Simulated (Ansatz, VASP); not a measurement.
# Al2O3 (Al2O3 (R-3c)): VASP beside Ansatz, part 2 of 2

One calculation is typed for both programs; each brings its own data sets. How far apart do they land? The cell is taken from a series of runs on this material, whose earlier steps may have relaxed, scaled, displaced or heated it; both programs get it as it stands.

VASP 6.6.1 and Ansatz 0.2.0.

So far. Step 2 (VASP: single point, r2SCAN, pair 1): The run ends at a pressure of -2.78 GPa, with forces up to 0.033 eV/Å.

**5. VASP: single point, r2SCAN, pair 2**

Level of this step: r2SCAN; plane waves and PAW (Al, O) (VASP).

With cell and atoms fixed, the geometry can't cause a difference; cores, projectors, grids and the points listed under the comparison can. This pair takes another cell of the material, with 81 atoms against 80 for the pair before.

INCAR reads:

```
SYSTEM = Al32O49
PREC = Accurate
ENCUT = 580
EDIFF = 1E-06
NELM = 120
ISMEAR = -1
SIGMA = 0.01
LREAL = Auto
ALGO = Normal
METAGGA = R2SCAN
LASPH = .TRUE.
NBANDS = 256
LORBIT = 11
LWAVE = .FALSE.
LCHARG = .FALSE.
ISIF = 2
ISYM = 0
GGA_COMPAT = .FALSE.
EFERMI = MIDGAP
LMIXTAU = .TRUE.
NCORE = 2
```

POSCAR reads:

```
Al32O49
1.0
    4.7738674274      2.7561936443      8.6765380597
   -4.7738674274      2.7561936443      8.6765380597
    0.0000000000     -5.5123872885      8.6765380597
Al O
32 49
Direct
    0.3248115680      0.3226421545      0.3263118449
    0.4280214385      0.4246735231      0.4270308816
    0.0742596012      0.0725550287      0.0771589721
    0.1764450777      0.1745998560      0.1793291694
    0.3233828052      0.3224618877      0.8266322806
    0.4281656245      0.4104137072      0.9384103449
    0.0744425142      0.0744932212      0.5756386001
    0.1754527275      0.1800423543      0.6749938049
    0.3239083485      0.8229241874      0.3246165235
    0.4256822740      0.9259184799      0.4283992174
    0.0746340453      0.5716006346      0.0771093816
    0.1764709450      0.6755585647      0.1789615851
    0.3152017898      0.8367479509      0.8254189006
    0.4269486649      0.9247041424      0.9302137585
    0.0770830848      0.5726677770      0.5756250018
    0.1773633481      0.6735781608      0.6790805747
    0.8254414528      0.3220493258      0.3265567863
    0.9265245541      0.4256932312      0.4286247004
    0.5785947411      0.0671224990      0.0781327867
    0.6779564237      0.1726600715      0.1791464738
    0.8252025464      0.3212408273      0.8279282387
    0.9289644083      0.4242379892      0.9296909110
    0.5745144414      0.0722578121      0.5768510724
    0.6767383605      0.1749164640      0.6790828693
    0.8249713764      0.8214754553      0.3270583619
    0.9270393834      0.9250942617      0.4281646486
    0.5745140170      0.5735785077      0.0761840163
    0.6779647436      0.6744720864      0.1765050587
    0.8265429571      0.8225011931      0.8255822274
    0.9272782433      0.9245233904      0.9287868133
    0.5738444816      0.5752422263      0.5671143521
    0.6864763216      0.6719267364      0.6797450170
    0.2221636616      0.0284560139      0.3767758223
    0.4730288862      0.1228820164      0.2813118499
    0.0283501704      0.3728541237      0.2257086908
    0.3783602077      0.2160727948      0.0317221403
    0.1239262079      0.2805533876      0.4736196490
    0.2763738481      0.4688113837      0.1296090072
    0.2218699111      0.0310996047      0.8752176864
    0.4731321318      0.1235731581      0.7804688980
    0.0298342492      0.3745998808      0.7235245524
    0.3767217839      0.2219314730      0.5292884026
    0.1262331793      0.2746487533      0.9754672960
    0.2802860903      0.4701129668      0.6265883025
    0.2238566773      0.5265755382      0.3769139411
    0.4742326227      0.6231397726      0.2786134137
    0.0278871692      0.8742982111      0.2252483246
    0.3706349723      0.7280135290      0.0355310075
    0.1251073515      0.7768884766      0.4735850114
    0.2781230576      0.9725130641      0.1273572277
    0.2180504453      0.5191583108      0.8829442598
    0.4092676836      0.6705756963      0.7408797325
    0.0313314644      0.8732281360      0.7240540563
    0.3743538939      0.7228843490      0.5193281604
    0.1239633647      0.7783808760      0.9772182978
    0.2749691420      0.9817736068      0.6224454997
    0.7224079846      0.0258988267      0.3786619717
    0.9724905542      0.1235730322      0.2811190209
    0.5295397358      0.3739220423      0.2222693342
    0.8768251938      0.2186802017      0.0314464306
    0.6258979715      0.2769150068      0.4750344951
    0.7799984107      0.4702570574      0.1284940113
    0.7243162419      0.0252212763      0.8768694688
    0.9722795229      0.1242841149      0.7805478676
    0.5287343848      0.3753637178      0.7260519779
    0.8749353669      0.2212586201      0.5311866430
    0.6311512611      0.2653979389      0.9786144115
    0.7775465702      0.4721063263      0.6275135958
    0.7240672831      0.5266062805      0.3752821686
    0.9727106418      0.6235868080      0.2808730702
    0.5300791497      0.8725388406      0.2237756600
    0.8766670186      0.7205828061      0.0297435487
    0.6260810906      0.7750341442      0.4760673506
    0.7799691126      0.9665955029      0.1296763000
    0.7342641757      0.5242378742      0.8792285842
    0.9749550331      0.6240282836      0.7793593288
    0.5275371082      0.8718041242      0.7248445342
    0.8783286828      0.7205505775      0.5295092575
    0.6269959458      0.7770457433      0.9732981773
    0.7785637767      0.9702462758      0.6276979495
    0.5126581172      0.5766794323      0.8442490212
```

KPOINTS reads:

```
Points of the shifted mesh
1
Reciprocal
 0.2500000000  0.2500000000  0.2500000000 1
```

Potentials, in the order of the species: Al and O (PBE family, release 64).

Launch:

```sh
$ mpirun -np 8 vasp_std
```

Numbers of over 12 decimals in the logs are rounded to 6 here.

The log of the run:

```text
[banner, memory and clock lines left out]
running    8 mpi-ranks, on    1 nodes
[...]
[... a notice as in an earlier step ...]

 LDA part: xc-table for (None), standard interpolation
 POSCAR, INCAR and KPOINTS ok, starting setup
[...]
entering main loop
       N       E                     dE             d eps       ncg     rms          rms(c)
DAV:   1     0.206502306927E+04    0.20650E+04   -0.22835E+05   512   0.164E+03
DAV:   2    -0.786501202328E+03   -0.28515E+04   -0.27812E+04   616   0.345E+02
DAV:   3    -0.945027214106E+03   -0.15853E+03   -0.15774E+03   616   0.837E+01
DAV:   4    -0.946810012964E+03   -0.17828E+01   -0.17785E+01   616   0.971E+00
[...]
DAV:  27    -0.772140143622E+03    0.67270E-05   -0.19219E-06   352   0.474E-03    0.489E-03
DAV:  28    -0.772140138485E+03    0.51370E-05   -0.45789E-07   344   0.202E-03    0.158E-03
DAV:  29    -0.772140139010E+03   -0.52443E-06   -0.16427E-07   288   0.891E-04
   1 F= -.77214014E+03 E0= -.77214014E+03  d E =0.000000E+00
```

From OUTCAR (step 5):

```text
  FREE ENERGIE OF THE ION-ELECTRON SYSTEM (eV)
  ---------------------------------------------------
  free  energy   TOTEN  =      -772.1401390099 eV

  energy  without entropy=     -772.1401390099  energy(sigma->0) =     -772.14013901
```

The run ends at a pressure of 0.07 GPa, with forces up to 0.17 eV/Å.

**6. Ansatz: single point, r2SCAN, pair 2**

The same cell, functional, mesh and smearing now go to Ansatz.

The cell is taken from a series of runs on this material, whose earlier steps may have relaxed, scaled, displaced or heated it; both programs get it as it stands.

input.yaml reads:

```yaml
crystal:
  checkpoint: "../q0.relax_smeared.run"
  host: checkpoint
basis:
  ecutwfc: 500
  xc_grid: 2
hamiltonian:
  xc: r2scan
kpoints:
  mp_grid: { grid: [1, 1, 1], shift: [0.25, 0.25, 0.25] }
scf:
  occupations: { method: fermi_dirac, width: 0.01 }
  max_iter: 80
output:
  forces: true
  eigenvalues: true
  charged_corrections:
    epsilon: [3.3, 3.3, 3.26]
    static_epsilon: [9.72, 9.72, 11.81]
    defect_position: [0.494839, 0.495925, 0.009237]
checkpoint:
  write: "../q0.r2scan.run"
  compress: false
  write_wavefunctions: false
  write_every: 100000
```

Launch:

```sh
$ ansatz run input.yaml --threads 8 --pin off --max-ram 22609MiB --backend cpu --events-out ev --progress --plain --runs-dir out
```

The log of the run:

```text
crystal.checkpoint: the structure is that of <dir>, a `relax` run, at its step 22: its result, under pbesol at a charge of 0 e; 81 atoms read, 0 with a starting moment; this deck's functional is r2scan; no density is read with it (checkpoint.read); crystal.structure_sha256 for this input is
[...]
Crystal: 81 atoms, lattice volume = 684.980 Å³
[...]
atom   8  O     -0.00313201    -0.01333301     0.03777501
[...]
atom  78  O      0.00616654    -0.06203304    -0.01607066
  atom  79  O     -0.02033871     0.02984229     0.00144916
  atom  80  O      0.04044126     0.00099931    -0.00028967
  atom  81  O     -0.08356063     0.01622902    -0.17783450
  max |Σ_I F_I| component: 9.31e-4 eV/Å
--- Band table (eV) ---
  k-point 0: bands = [... 191 lower, 7.3068, 7.3220, 7.7672, 7.8958, 13.7099, 14.7653, 16.2627, 17.2884, ... 27 higher]
[key lines of the parts left out:]
SCF converged after 9 iterations
Free energy (F): -45286.852998 eV
Fermi energy:    10.802865 eV
```

**7. Differences**

Compared:

```
              quantity  Ansatz   VASP  difference
gap on the k mesh (eV)   5.814  5.763      +0.051
```

Forces on 8 of the 81 atoms, those with the largest forces and the largest differences (eV/Å; atoms numbered as in POSCAR):

```csv
atom,"Ansatz x, y, z","VASP x, y, z"
Al9,"0.023, -0.033, 0.038","0.021, -0.028, 0.052"
Al18,"0.010, 0.005, -0.011","0.009, 0.009, -0.037"
Al22,"-0.037, 0.004, -0.036","-0.033, 0.005, -0.053"
O41,"0.047, 0.049, -0.012","0.035, 0.036, -0.009"
O52,"0.063, -0.066, 0.177","-0.137, 0.069, -0.045"
O71,"0.018, 0.069, 0.011","0.011, 0.051, 0.008"
O78,"0.006, -0.062, -0.016","0.001, -0.042, -0.012"
O81,"-0.084, 0.016, -0.178","0.133, -0.090, 0.045"
```

The forces differ by 31 meV/Å r.m.s., which is 124.9 % of the r.m.s. force of 0.025 eV/Å (both taken over all components). A gap on the mesh is an upper bound, since the band edges may lie between its points.

**8. Ansatz: single point, r2SCAN, pair 3**

A single point gives forces, pressure and levels at one fixed geometry, so differences don't come from the geometry; what else differs is listed under the comparison.

The cell is taken from a series of runs on this material, whose earlier steps may have relaxed, scaled, displaced or heated it; both programs get it as it stands.

Edit input.yaml of step 6 so:

```diff
@@ -1,4 +1,5 @@
 crystal:
-  checkpoint: "../q0.relax_smeared.run"
+  checkpoint: "../qm2.relax.run"
   host: checkpoint
+total_charge: -2
 basis:
@@ -21,3 +22,3 @@
 checkpoint:
-  write: "../q0.r2scan.run"
+  write: "../qm2.r2scan.run"
   compress: false
```

The log of the run:

```text
[...]
Crystal: 81 atoms, lattice volume = 684.980 Å³
Basis set: ecut = 500 eV, 17407 PW (Γ), exchange–correlation on 150×150×150 points (8 copies of the dense FFT grid, shifted against one another)
Bands: 277, of which v1, the nominal top of the filled ones, is band 196 counted from 1 (195 counted from 0)
Symmetry: 1 space group operations
[...]
k-points: 1
[...]
F Makov-Payne    = n/a  (the rows are of the electrons' constant alone; ansatz place-levels tells what screens the charge)
  no potential alignment in this run, which stands beside a crystal: run the host's input off ansatz write-host-input, and read the two finished runs by ansatz place-levels (neither reads a slab, a wire or a sheet, whose cell leaves a vacuum)
--- Band table (eV) ---
  k-point 0: bands = [... 192 lower, 7.5408, 8.2760, 8.3701, 8.8065, 14.7046, 16.2268, 17.2606, 17.4019, ... 27 higher]
[key lines of the parts left out:]
SCF converged after 9 iterations
Free energy (F): -45265.858302 eV
Fermi energy:    11.755563 eV
```

**9. VASP: single point, r2SCAN, pair 3**

The same cell, functional, mesh and smearing now go to VASP, with its own data sets.

Edit INCAR of step 5 so:

```diff
@@ -11,2 +11,3 @@
 LASPH = .TRUE.
+NELECT = 392
 NBANDS = 256
```

POSCAR reads:

```
Al32O49
1.0
    4.7738674274      2.7561936443      8.6765380597
   -4.7738674274      2.7561936443      8.6765380597
    0.0000000000     -5.5123872885      8.6765380597
Al O
32 49
Direct
    0.3173767979      0.3315833430      0.3107492662
    0.4371685183      0.4200817752      0.4307654270
    0.0741096599      0.0756218903      0.0706194412
    0.1703057580      0.1798348499      0.1775032275
    0.3264601691      0.3275822276      0.8279144884
    0.4365567570      0.4230928346      0.9496029183
    0.0737755019      0.0746956960      0.5734404899
    0.1825552831      0.1775996161      0.6679659366
    0.3238877189      0.8253642511      0.3217564081
    0.4262450153      0.9263087259      0.4240816453
    0.0632093145      0.5733103577      0.0702186369
    0.1675169442      0.6783857451      0.1722539517
    0.3228043413      0.8265894666      0.8235897748
    0.4249871396      0.9238407668      0.9295039627
    0.0800556342      0.5739043038      0.5655283007
    0.1744687883      0.6770137659      0.6742068154
    0.7985587305      0.3285342897      0.3117384105
    0.9201107404      0.4243270656      0.4214503228
    0.5785925467      0.0733202781      0.0732517985
    0.6698012490      0.1956417298      0.1796367073
    0.8304556795      0.3211883351      0.8170452825
    0.9307774791      0.4303551344      0.9177463981
    0.5757622228      0.0733465688      0.5803901795
    0.6776355276      0.1785162176      0.6848166311
    0.8184404982      0.8279304899      0.3229652462
    0.9244163895      0.9249981666      0.4252049225
    0.5682221126      0.5557552382      0.0783626346
    0.6745690488      0.6782828075      0.1694722389
    0.8229269434      0.8229507850      0.8227763888
    0.9251249524      0.9286442808      0.9248620470
    0.5704832757      0.5719647595      0.5776495384
    0.6774965022      0.6760246337      0.6738910840
    0.2202655218      0.0282857451      0.3747282775
    0.4720063977      0.1237416062      0.2782071554
    0.0199844768      0.3734141702      0.2256242213
    0.3728727378      0.2240125312      0.0345365302
    0.1252910855      0.2793091120      0.4687726831
    0.2397088783      0.4821073906      0.1292970651
    0.2232604893      0.0315147722      0.8702758586
    0.4676462257      0.1214191196      0.7889058033
    0.0334502388      0.3757711083      0.7145592153
    0.3822847379      0.2249698188      0.5188639070
    0.1271330379      0.2774349379      0.9700396316
    0.2790935437      0.4723604798      0.6227738621
    0.2292482014      0.5266653656      0.3655878794
    0.4697168400      0.6278678471      0.2761352785
    0.0266109568      0.8767459005      0.2195068194
    0.3683741165      0.7280788258      0.0274720246
    0.1265359476      0.7787412780      0.4666061666
    0.2739653196      0.9740003341      0.1264775531
    0.2124271471      0.5317911564      0.8724132033
    0.4708710620      0.6252490391      0.7817179164
    0.0291929417      0.8758722712      0.7186531574
    0.3732228754      0.7234531222      0.5277358689
    0.1224571906      0.7849242706      0.9674402395
    0.2814375189      0.9728482477      0.6214781190
    0.7205860860      0.0235022138      0.3795768114
    0.9662507974      0.1264037609      0.2772652870
    0.6288123876      0.3472701352      0.2561046627
    0.8793658884      0.2239751006      0.0197939661
    0.6187167833      0.2697056000      0.5081891249
    0.8054590192      0.4928997716      0.0987824461
    0.7235660966      0.0206749390      0.8761852232
    0.9801950855      0.1225460551      0.7738529772
    0.5223057457      0.3784379455      0.7278248428
    0.8754824238      0.2200434246      0.5354888185
    0.6495762322      0.2585067775      0.9419457586
    0.7780330770      0.4743451236      0.6207671278
    0.7134603989      0.5278541987      0.3750842680
    0.9590681432      0.6304237457      0.2802621678
    0.5271633457      0.8758691764      0.2207838503
    0.8717539447      0.7307911772      0.0243109350
    0.6215184731      0.7777679709      0.4740275862
    0.7777865103      0.9724706315      0.1250286971
    0.7281600401      0.5275576360      0.8686902608
    0.9740028160      0.6290112951      0.7678667673
    0.5285025092      0.8749495916      0.7214181821
    0.8778202747      0.7200891239      0.5247085890
    0.6228568674      0.7791942203      0.9702608238
    0.7804519702      0.9668073760      0.6254279297
    0.4921297182      0.4042129556      0.1185355068
```

KPOINTS is that of step 5.

Launch:

```sh
$ mpirun -np 8 vasp_std
```

The log of the run:

```text
[... set-up lines as in an earlier step ...]
 entering main loop
       N       E                     dE             d eps       ncg     rms          rms(c)
DAV:   1     0.210362453484E+04    0.21036E+04   -0.22989E+05   512   0.165E+03
DAV:   2    -0.773138279705E+03   -0.28768E+04   -0.28073E+04   608   0.347E+02
DAV:   3    -0.933114488960E+03   -0.15998E+03   -0.15925E+03   624   0.844E+01
DAV:   4    -0.934817746274E+03   -0.17033E+01   -0.16995E+01   616   0.959E+00
DAV:   5    -0.934843579608E+03   -0.25833E-01   -0.25813E-01   608   0.113E+00BRMIX: very serious problems
 the old and the new charge density differ
 old charge density:   390.00000 new  392.00000
    0.511E+01
DAV:   6    -0.800626319298E+03    0.13422E+03   -0.19249E+02   576   0.253E+01    0.201E+01
DAV:   7    -0.754574433924E+03    0.46052E+02   -0.17817E+01   608   0.116E+01    0.117E+01
DAV:   8    -0.813659188746E+03   -0.59085E+02   -0.17873E+01   536   0.968E+00    0.475E+00
DAV:   9    -0.746313237844E+03    0.67346E+02   -0.13945E+01   528   0.839E+00    0.201E+00
[...]
DAV:  22    -0.754435288517E+03   -0.85029E-05   -0.63593E-06   544   0.863E-03    0.155E-03
DAV:  23    -0.754435293696E+03   -0.51794E-05   -0.18371E-06   352   0.464E-03    0.581E-04
DAV:  24    -0.754435294586E+03   -0.89017E-06   -0.22652E-07   328   0.151E-03
   1 F= -.75443529E+03 E0= -.75443529E+03  d E =0.000000E+00
```

Parts of OUTCAR (step 9):

```text
  FREE ENERGIE OF THE ION-ELECTRON SYSTEM (eV)
  ---------------------------------------------------
  free  energy   TOTEN  =      -754.4352945864 eV

  energy  without entropy=     -754.4352945864  energy(sigma->0) =     -754.43529459
```

The run ends at a pressure of 6.04 GPa, with forces up to 0.12 eV/Å.

**10. Differences**

Compared:

| quantity | Ansatz | VASP | difference |
| --- | --- | --- | --- |
| gap on the k mesh (eV) | 5.898 | 5.906 | -0.008 |

Forces on 8 of the 81 atoms, those with the largest forces and the largest differences (eV/Å; atoms numbered as in POSCAR):

| atom | Ansatz x, y, z | VASP x, y, z |
| --- | --- | --- |
| Al14 | 0.012, 0.003, 0.004 | 0.010, -0.006, -0.023 |
| Al20 | -0.062, -0.002, 0.096 | -0.045, -0.002, 0.074 |
| Al24 | -0.046, 0.069, -0.057 | -0.042, 0.060, -0.068 |
| Al27 | 0.034, -0.042, -0.088 | 0.024, -0.028, -0.066 |
| O51 | -0.096, 0.011, -0.070 | -0.083, 0.000, -0.069 |
| O59 | -0.093, 0.004, -0.083 | -0.090, 0.008, -0.077 |
| O66 | 0.061, -0.074, 0.067 | 0.045, -0.069, 0.066 |
| O81 | 0.046, -0.082, 0.087 | 0.048, -0.078, 0.082 |

The forces differ by 11 meV/Å r.m.s., which is 34.0 % of the r.m.s. force of 0.031 eV/Å (both taken over all components). A gap on the mesh is an upper bound, since the band edges may lie between its points. The cell carries a charge of -2 e against a uniform background, so its pressure also hangs on how the neutralising background is counted, and in a defect's cell a gap may be the spacing between its levels.

**11. Results**

```
difference in gap on the k mesh (single point, r2SCAN, pair 1) : -0.017 eV
r.m.s. force difference (single point, r2SCAN, pair 1)         : 9.8 meV/Å
r.m.s. force difference (single point, r2SCAN, pair 2)         : 31 meV/Å
difference in gap on the k mesh (single point, r2SCAN, pair 2) : 0.051 eV
r.m.s. force difference (single point, r2SCAN, pair 3)         : 11 meV/Å
```

The r.m.s. force difference is 31 meV/Å (single point, r2SCAN, pair 2), beyond the 12 meV/Å picked in this series as the mark of a large difference. What causes the difference of the single point, r2SCAN, pair 2 pair stays open here. Such differences can come from data sets, numerical settings and the points named under the comparisons, not from the functional's error against experiment.

[Lines on the potential files, build, host, timing and source positions are cut from VASP's logs without a mark.]

[Logs are printed without paths, hosts, clocks, repeated set-up lines and the standing remarks that a program may print on its own settings, such as how far it seeks lower states.]

[Hosts, paths, dates, database ids (printed as entryN), source tags and the programs' standing remarks are cut or masked in the printed files.]
